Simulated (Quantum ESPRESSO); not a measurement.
# TiS2: work function with PBE

Slab: TiS2, a slab with vacuum.

```
S Ti
1.0
     3.41200    0.00000    0.00000
    -1.70600    2.95488    0.00000
     0.00000    0.00000   23.54250
S Ti
4 2
Cartesian
  1.7060 0.9850 7.5000
  0.0000 1.9699 10.3475
  1.7060 0.9850 13.1950
  0.0000 1.9699 16.0425
  0.0000 0.0000 8.9238
  0.0000 0.0000 14.6187
```

```yaml
Program: Quantum ESPRESSO 7.5
Task: work function
Functional: PBE
Potentials_or_basis: PseudoDojo 0.4.1 SR PBE standard
Cutoff: 1143 eV
Density_cutoff: 4572 eV
k_mesh: 9 × 9 × 1
Occupations: fermi-dirac, width 0.05 eV
Spin: no spin polarisation
Boundary_across_the_vacuum: none
Mixing_mode: local-TF
Mixing_beta: 0.3
Most_SCF_iterations: 150
SCF_threshold: 6e-09 Ry
```

```json
{
 "Largest force": "0.154 eV/Å",
 "Band gap on the k mesh": "none (metal or under the smearing width)",
 "Work function of the upper face": "5.83 eV",
 "Work function of the lower face": "5.83 eV"
}
```

Forces in eV/Å, atoms in the order of the input:
```
S    0.000  0.000  0.012
Ti   0.000  0.000  0.000
S    0.000  0.000 -0.154
S    0.000  0.000  0.154
Ti   0.000  0.000  0.000
S    0.000  0.000 -0.012
```

Levels at points of the mesh, in eV from the Fermi level:
```csv
k point,band 20,band 21,band 22,band 23,band 24,band 25,band 26,band 27,band 28,band 29
"(0.00, 0.00, 0.00)",-0.74,-0.04,-0.04,0.04,0.04,0.47,0.47,0.48,0.48,1.01
```

It took 4.4 min on 1 thread of Arm Neoverse V2, on a shared host, peak memory 0.39 GiB.
